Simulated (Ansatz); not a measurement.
ScAl2 under pressure

Computed with DFT PBEsol, scalar-relativistic, plane waves, PAW (Ansatz 0.2.0). Settings: 420 eV cutoff, 8×8×8 k-mesh, Gaussian smearing of 0.10 eV, no spin polarisation.

Reference structure (relaxed):

```xyz
6
Lattice="0.0000 3.7634 3.7634 3.7634 0.0000 3.7634 3.7634 3.7634 0.0000" Properties=species:S:1:pos:R:3 pbc="T T T"
Sc    3.7634    3.7634    3.7634
Sc    5.6451    5.6451    5.6451
Al    0.9409    0.9409    0.9409
Al    0.9409    2.8226    2.8226
Al    2.8226    0.9409    2.8226
Al    2.8226    2.8226    0.9409
```

Cell and atoms are relaxed at each pressure within the symmetry of the start, at zero temperature, so transitions that lower the symmetry aren't seen. The k-mesh given is that at zero pressure and may differ at others. a, b and c are the lengths of the cell vectors above.

Pressures computed: -1, 1, 4, 12, 25, 50, 90 GPa.

(1) At which pressure does the cell have a = 5.342, b = 5.342 and c = 5.342 Å?

## Answers

(1) About -1 GPa, where V/V0 = 1.011.